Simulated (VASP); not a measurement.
Wanted: the native input for a VASP 6.6.1 run.

```
Task                   : relaxation of cell and atoms
Functional             : PBEsol
Potentials or basis    : VASP PAW PBE potentials, release 64 (Se)
Cutoff                 : 600 eV
k mesh                 : 15 × 15 × 13
Occupations            : gaussian, width 0.03 eV
Spin                   : no spin polarisation
Further INCAR settings : ALGO = Normal; EDIFF = 1e-06; IBRION = 2; EDIFFG = -0.01; NSW = 90; ISIF = 3
```

The structure of Se lies in POSCAR:

```
Se
1.0
    1.9250000000      1.1113992682      0.8816666667
   -1.9250000000      1.1113992682      0.8816666667
    0.0000000000     -2.2227985364      0.8816666667
Se
1
Direct
    0.0000000000      0.0000000000      0.0000000000
```

This isn't the form of Se at room conditions, which is trigonal, of chains.

The input as run:

INCAR

```
PREC = Accurate
ENCUT = 600
EDIFF = 1E-6
ISMEAR = 0
SIGMA = 0.03
LREAL = F
LASPH = T
NELM = 80
ALGO = Normal
ISIF = 3
LWAVE = F
LCHARG = F
GGA = PS
IBRION = 2
NSW = 90
EDIFFG = -0.01
```

KPOINTS

```
regular mesh
0
Gamma
  15 15 13
```

Potentials or basis: VASP PAW PBE potentials, release 64 (Se).

Command:

```console
$ cat potpaw_PBE.64/Se/POTCAR > POTCAR
$ mpirun -np 1 vasp_std > vasp.out
```

It gave:

```
Relaxed volume                         : 21.55 Å³/atom
Relaxed cell                           : a = 2.784 Å, b = 2.784 Å, c = 2.784 Å, α = 91.46°, β = 91.46°, γ = 91.46°
Space group after relaxing (to 0.05 Å) : R-3m (No. 166)
Energy gained by relaxing              : 2686.4 meV/atom
Ionic steps                            : 27
Pressure after relaxing                : 0.0 GPa
Band gap on the k mesh                 : none (metal or under the smearing width)
```

Caveat: the volume moved by over 15 % at a fixed basis, so the end points are rough; the PAW data sets were made with another functional, which shifts forces and pressure a little; the volume moved by +90 % from the deposited cell, more than functionals usually miss.

It took 4.9 min on 1 thread of Intel(R) Xeon(R) 6975P-C (Granite Rapids), with other jobs on the host, peak memory 0.19 GiB.
